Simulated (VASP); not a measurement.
Output of a VASP run:

**OSZICAR**
```
       N       E                     dE             d eps       ncg     rms          rms(c)
DAV:   1     0.342504783215E+02    0.34250E+02   -0.36174E+03   630   0.967E+02
DAV:   2    -0.491202887652E+01   -0.39163E+02   -0.38278E+02   836   0.137E+02
DAV:   3    -0.653301147740E+01   -0.16210E+01   -0.16182E+01   815   0.316E+01
DAV:   4    -0.657554955652E+01   -0.42538E-01   -0.42518E-01   965   0.545E+00
DAV:   5    -0.657620565096E+01   -0.65609E-03   -0.65605E-03   873   0.601E-01    0.248E+00
DAV:   6    -0.656413374327E+01    0.12072E-01   -0.12691E-02   865   0.626E-01    0.155E+00
DAV:   7    -0.656152855959E+01    0.26052E-02   -0.14577E-02  1000   0.718E-01    0.189E-01
DAV:   8    -0.656143485384E+01    0.93706E-04   -0.13677E-03   675   0.285E-01    0.316E-02
DAV:   9    -0.656144486542E+01   -0.10012E-04   -0.43700E-05   789   0.545E-02    0.239E-02
DAV:  10    -0.656144545301E+01   -0.58760E-06   -0.46957E-06   936   0.143E-02    0.606E-03
DAV:  11    -0.656144585553E+01   -0.40251E-06   -0.28828E-07   762   0.473E-03    0.327E-03
DAV:  12    -0.656144583840E+01    0.17129E-07   -0.18338E-08   394   0.108E-03
   1 F= -.65614458E+01 E0= -.65614458E+01  d E =0.000000E+00
```

### OUTCAR
```
------------------------ aborting loop because EDIFF is reached ----------------------------------------
  FORCE on cell =-STRESS in cart. coord.  units (eV):
  Direction    XX          YY          ZZ          XY          YZ          ZX
  --------------------------------------------------------------------------------------
  Total        0.0029731      0.0029731      0.0029731      0.0000000     -0.0000000      0.0000000
  in kB        0.0974052      0.0974052      0.0974052      0.0000000     -0.0000000      0.0000000
  external PRESSURE =       0.0974052 kB  Pullay stress =       0.0000000 kB
  volume of cell :       48.90
      direct lattice vectors                 reciprocal lattice vectors
     0.000000000  2.902468106  2.902468106    -0.172267181  0.172267181  0.172267181
     2.902468106  0.000000000  2.902468106     0.172267181 -0.172267181  0.172267181
     2.902468106  2.902468106  0.000000000     0.172267181  0.172267181 -0.172267181
 POSITION                                       TOTAL-FORCE (eV/Angst)
 -----------------------------------------------------------------------------------
      0.00000      0.00000      0.00000        -0.000000      0.000000     -0.000000
      2.90247      2.90247      2.90247         0.000000     -0.000000      0.000000
 -----------------------------------------------------------------------------------
    total drift:                                0.000000     -0.000000      0.000000
  FREE ENERGIE OF THE ION-ELECTRON SYSTEM (eV)
  ---------------------------------------------------
  free  energy   TOTEN  =        -6.5614458384 eV

  energy  without entropy=       -6.5614458384  energy(sigma->0) =       -6.56144584

 total charge

# of ion       s       p       d       tot
------------------------------------------
    1        2.007   0.049   0.000   2.055
    2        1.502   2.854   0.009   4.365
--------------------------------------------------
tot          3.508   2.903   0.009   6.420
```
(Selected blocks of OUTCAR.)

**POSCAR**
```
LiI
1
    0.0000000000     2.9024681060     2.9024681060
    2.9024681060     0.0000000000     2.9024681060
    2.9024681060     2.9024681060     0.0000000000
Li I
1 1
Direct
  0.0000000000   0.0000000000   0.0000000000
  0.5000000000   0.5000000000   0.5000000000
```

Task: Write an INCAR and KPOINTS that could have produced this output.

Result: One answer among several that fit: the input of the run itself, LDA (Ceperley-Alder, Perdew-Zunger), plane waves, VASP's LDA PAW potentials (set 64).

**INCAR**
```
SYSTEM = LiI
PREC = Accurate
ENCUT = 520
EDIFF = 1E-7
NELM = 100
ALGO = Normal
LREAL = .FALSE.
LASPH = .TRUE.
ISMEAR = -5
LMAXMIX = 4
LWAVE = .FALSE.
LCHARG = .TRUE.
LORBIT = 11
NEDOS = 601
ISIF = 2
```

### KPOINTS
```
Automatic mesh
0
Gamma
9 9 9
0 0 0
```

POTCAR, in this order: Li_sv I (LDA.64 set). Program: vasp_std.

The compound is LiI in the rock salt structure. It was relaxed first, which changed the volume by -10 %.
